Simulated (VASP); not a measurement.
KTaO3, 5 atoms in the cell. The structure is cubic, space group Pm-3m (No. 221). Conventional cell: a = 3.989 Å, b = 3.989 Å, c = 3.989 Å, α = 90.00°, β = 90.00°, γ = 90.00°. K (site symmetry m-3m) has 12 O at 2.82 Å as nearest neighbours. Ta (site symmetry m-3m) is surrounded by 6 O at 1.99 Å. O (site symmetry 4/mmm) is surrounded by 2 Ta at 1.99 Å. 

* Program: VASP 6.6.1
* Task: dielectric tensor
* Functional: PBE
* Potentials or basis: VASP PAW PBE potentials, release 64 (K_sv, Ta_pv, O)
* Cutoff: 520 eV
* k mesh: 10 × 10 × 10
* Occupations: gaussian, width 0.03 eV
* Spin: no spin polarisation
* Monkhorst-Pack mesh: yes
* Further INCAR settings: ALGO = Fast; EDIFF = 1e-08

Potentials or basis: VASP PAW PBE potentials, release 64 (K_sv, Ta_pv, O).

Command:

```console
$ cat potpaw_PBE.64/K_sv/POTCAR potpaw_PBE.64/Ta_pv/POTCAR potpaw_PBE.64/O/POTCAR > POTCAR
$ mpirun -np 2 vasp_std > vasp.out
```

Hardware: 2 MPI ranks on Intel(R) Xeon(R) Platinum 8559C (Emerald Rapids), with other jobs on the host.

Q: Estimate the wall time of this run.

A: Wall time 7 min on 2 MPI ranks on Intel(R) Xeon(R) Platinum 8559C (Emerald Rapids), on a shared host, peak memory 0.41 GiB a rank. Counts: scf iterations 237, k points 35.
